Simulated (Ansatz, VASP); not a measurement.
**One calculation of Al2Pt, two programs**

```
Al Pt
1.0
     0.00000    2.99389    2.99389
     2.99389    0.00000    2.99389
     2.99389    2.99389    0.00000
Al Pt
2 1
Cartesian
  1.4969 1.4969 1.4969
  4.4908 4.4908 4.4908
  0.0000 0.0000 0.0000
```

Change from the starting cell: volume scaled by 1.04.

Alike in both runs: task single point; functional LDA; k mesh 12 × 12 × 12; occupations fermi-dirac, width 0.08 eV; no spin polarisation.

|  | VASP | Ansatz |
| --- | --- | --- |
| version | VASP 6.6.1 | Ansatz 0.2.0 |
| potentials or method | VASP PAW LDA potentials, release 64 (Al, Pt), cutoff 520 eV | all-electron LAPW, scalar-relativistic |

Ansatz gave:

* pressure (GPa): -8.5

**Question.** What did VASP give for the same quantities?

**Answer.** Pressure (GPa): -8.2.

Ansatz ran all-electron here, so the differences hold the error of VASP's frozen core and of both bases.

The runs have no spin-orbit coupling, so splittings on Pt are missing.
